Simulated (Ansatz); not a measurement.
**From the elastic tensor of BP at 15 GPa (stress–strain coefficients) to moduli and sound speeds**

These are results of DFT PBEsol, scalar-relativistic, plane waves, PAW in Ansatz, not measurements. Cutoff 420 eV, 10×10×10 k-points (Γ-centred), fixed occupations. No spin polarisation.

Symmetry: F-43m, No. 216, cubic system. The conventional cell has a = 4.406 Å, b = 4.406 Å, c = 4.406 Å, α = 90.00°, β = 90.00°, γ = 90.00°. B (site symmetry -43m) has 4 P at 1.91 Å as nearest neighbours. Around P (site symmetry -43m) lie 4 B at 1.91 Å.

Relaxed-ion constants (GPa, on the Cartesian axes of the calculation):
```
410.8 130.3 130.3   0.0   0.0   0.0
130.3 410.8 130.3   0.0   0.0   0.0
130.3 130.3 410.8   0.0   0.0   0.0
  0.0   0.0   0.0 212.7   0.0   0.0
  0.0   0.0   0.0   0.0 212.7   0.0
  0.0   0.0   0.0   0.0   0.0 212.7
```

Density 3.244 g/cm³; 2 atoms in 21.39 Å³.

The values that follow are for a polycrystal of randomly turned grains, by Hill's mean where one number stands.

With S = C⁻¹: B_V = (C11+C22+C33+2(C12+C13+C23))/9, G_V = (C11+C22+C33−C12−C13−C23+3(C44+C55+C66))/15, 1/B_R = S11+S22+S33+2(S12+S13+S23), 15/G_R = 4(S11+S22+S33−S12−S13−S23)+3(S44+S55+S66); Hill is their mean. Then v_l = √((B+4G/3)/ρ), v_t = √(G/ρ), v_m = [(2/v_t³+1/v_l³)/3]^(−1/3) and Θ = (ħ/k_B)·v_m·(6π²n/V)^(1/3) for n atoms in the volume V; E = 9BG/(3B+G), ν = (3B−2G)/(2(3B+G)) and A^U = 5G_V/G_R + B_V/B_R − 6.

```
Bulk modulus, Voigt / Reuss / Hill          : 223.8 / 223.8 / 223.8 GPa
Shear modulus, Voigt / Reuss / Hill         : 183.7 / 176.3 / 180.0 GPa
Young's modulus                             : 426 GPa
Poisson ratio                               : 0.183
Pugh ratio B/G                              : 1.24
Universal anisotropy index                  : 0.21
Longitudinal and transverse sound speeds    : 11957 and 7449 m/s
Debye temperature from the mean sound speed : 1109 K
```

Cost: 1 run of about 0.48 core-minutes, on AMD EPYC 7R43 (Zen 3) (shared hosts).

Compressed BP remains a stiff covalent network, with a shear modulus (180.0 GPa) not far below its bulk modulus (223.8 GPa). The small electronegativity difference between B and P leaves the sp³ bonds only weakly polar, and their resistance to bending accounts for the high rigidity. The ordering of C12 (130.3 GPa) well below C44 (212.7 GPa) points the same way, since purely central forces under pressure would place C12 above C44.

The anisotropy is moderate: C44 exceeds half of C11 − C12, so the crystal is stiffest in tension along the ⟨111⟩ bond directions and most compliant along ⟨100⟩, where strain is taken up more by changes in bond angle. Strong bonds combined with light atoms explain the fast sound and the Debye temperature of 1109 K. The positive shear and bulk stiffnesses establish elastic stability against small homogeneous strains at this pressure, but not dynamical stability at finite wavevector or stability against a transition to another phase.
